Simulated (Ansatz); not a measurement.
The geometry is COD entry 9012017, unchecked; take it as a test cell. It was measured hot, at 658 K.

Be: DFT, PBE, PAW with Ansatz's default frozen-core files, scalar-relativistic (Ansatz 0.2.0). What sets it apart from a plain run of this crystal: PAW files, cutoff 150 eV.

Command: `ansatz run input.yaml --threads 1 --pin off --max-ram 2048MiB --backend cpu --events-out ev --progress --plain --runs-dir out` The run took 1.4 s on 1 thread of AMD EPYC 7R43 64-Core Processor (Zen 3), with other jobs on the host, peak memory 0.33 GiB.

```yaml
crystal:
  lattice:
    - [2.2995019849, 0.0, 0.0]
    - [-1.1497509925, 1.991427135, 0.0]
    - [0.0, 0.0, 3.6009]
  atoms:
    - { symbol: Be, position: [0.3333333333, 0.6666666667, 0.25] }
    - { symbol: Be, position: [0.6666666667, 0.3333333333, 0.75] }
kpoints:
  mp_grid: { grid: [20, 20, 11] }
scf:
  occupations: { method: fermi_dirac, width: 0.05 }
hamiltonian:
  xc: pbe
  pseudopotentials: { kind: paw }
output:
  forces: true
  stress: true
  eigenvalues: true
  efg: { contact_densities: true }
  write_density: true
  write_potential: true
  elf: true
  volumetric_format: npy
basis:
  ecutwfc: 150
```

Output (standing set-up lines are left out):

```
Warning: basis.ecutwfc = 150 eV is below the records' recommended 420 eV, and the density's cutoff is lower with it unless basis.ecutrho_ratio is high enough to keep the records' density cutoff: compare with a run at a higher cutoff
Basis set: ecut = 150 eV, 67 PW (Γ), exchange–correlation on 20×20×30 points (8 copies of the dense FFT grid, shifted against one another)
SCF iter   1: F=—  HF=-185.140121 eV  |F-HF|=—  |Δ(HF+E_count)|=         —  Δρ=5.59e-3  dr2=2.02e-3  ethr=1.77e-3  ⟨swp⟩=4.0  Hψ=12435  notcnv=0
preconditioner: auto → none  [metal: Δε(μ)=0.050 eV  Ē_g=12.610 eV  σ=0.050 eV  W_gap=0.24  n_scr=2 (ndim 8)  ℏωp=18.3 eV  f_vac=0.000  D(μ)=0.10/eV (n_scr^D=0)  sad-step TF]
SCF iter   2: F=—  HF=-185.140958 eV  |F-HF|=—  |Δ(HF+E_count)|=   8.37e-4  Δρ=3.20e-3  dr2=7.16e-4  ethr=5.04e-5  ⟨swp⟩=1.0  Hψ=3696  notcnv=0
SCF iter   3: F=—  HF=-185.141160 eV  |F-HF|=—  |Δ(HF+E_count)|=   2.02e-4  Δρ=1.20e-4  dr2=6.33e-7  ethr=1.79e-5  ⟨swp⟩=1.2  Hψ=1660  notcnv=0
SCF iter   4: F=—  HF=-185.142217 eV  |F-HF|=—  |Δ(HF+E_count)|=   1.06e-3  Δρ=2.36e-5  dr2=5.63e-8  ethr=2.50e-9  ⟨swp⟩=4.2  Hψ=6748  notcnv=0
iter 5 did not close the SCF: its close was put off for the readings that it lacked (scf_convergence_deferred on its scf_iter line)
SCF iter   5: F=-185.142217 eV  HF=-185.142217 eV  |F-HF|=4.93e-11  |Δ(HF+E_count)|=  4.61e-10  Δρ=9.17e-7  dr2=5.19e-11  ethr=1.41e-9  ⟨swp⟩=1.0  Hψ=1584  notcnv=0
SCF iter   6: F=-185.142217 eV  HF=-185.142217 eV  |F-HF|=4.83e-13  |Δ(HF+E_count)|=  5.65e-11  Δρ=8.32e-8  dr2=4.14e-13  ethr=1.30e-12  ⟨swp⟩=2.1  Hψ=5023  notcnv=0
SCF 1 converged in 6 iterations: F = -185.142217 eV  dr2 = 4.14e-13
  greatest PAW one-centre occupation: 0.361 electrons in one spin orbital (limit 2), on the Be atom at site 1 (counted from 0), in its partial waves of l = 0
SCF converged after 6 iterations
Free energy (F): -185.142217 eV
Harris-Foulkes:  -185.142217 eV  (|F-HF|=4.83e-13)
Internal energy: -185.141325 eV  (E = F + TS)
E sigma→0 (E₀):  -185.141771 eV
Entropy (-TS):   -0.000892 eV (-0.446 meV/atom)
Fermi energy:    7.763164 eV
--- Per-component energies (eV) ---
  E_band       = 11.557938
  E_kinetic    = 40.714684
  E_local      = 5.933485  (includes V_loc(G=0)·N_el)
  E_nonlocal   = 8.669130
  E_hartree    = 0.093039
  E_xc         = -39.259067
  E_vxc        = -41.251360  (∫ρ·V_xc dr)
  E_paw        = -118.967763  (= ΣΔE_a)
  E_vpaw       = -2.694108  (= ΣTr[D̂ρ^β])
  E_aug_tail   = 0.000029  (compensation charges beyond the density's cutoff)
  E_ewald      = -82.324862
  E_smearing   = -0.000892  (= −TS)
  E_closure    = 0.000000  (closes the sum)
  Σ components = -185.142217   (vs F -185.142217, Δ=0.00e0)
--- Forces (eV/Å), atoms counted from 1 ---
  atom   1  Be     0.00000000     0.00000000     0.00000000
  atom   2  Be    -0.00000000    -0.00000000     0.00000000
  max |Σ_I F_I| component: 3.70e-17 eV/Å
--- Stress (GPa, compression-positive) ---
       -4.664567      -0.000000       0.000000
        0.000000      -4.664567       0.000000
        0.000000       0.000000      -2.888019
  P = ⅓ Tr σ = -4.0724 GPa (-40.724 kbar)
--- PAW observables at the nuclei: V_zz in 10²¹ V/m², potentials from the cell's mean, atoms counted from 1 ---
  atom   1  Be V_zz =    -0.026429   η = 0.0000   by run symmetry: allowed
            electrostatic potential = -241.954395 V   contact ρ = 238.418830 e/Å³
  atom   2  Be V_zz =    -0.026429   η = 0.0000   by run symmetry: allowed
            electrostatic potential = -241.954395 V   contact ρ = 238.418830 e/Å³
--- Band table (eV; the first three rows and the last of 264) ---
  k-point 0: bands = ["-3.2005", "3.5441", "8.9728", "23.5612", "23.5612", "26.6314"]
  k-point 1: bands = ["-3.1282", "3.1221", "9.5601", "23.6274", "23.6274", "26.6184"]
  k-point 2: bands = ["-2.8910", "2.2185", "10.9858", "23.8325", "23.8325", "26.5959"]
  k-point 263: bands = ["6.4914", "6.5421", "8.0195", "8.8510", "13.9611", "14.1215"]
```
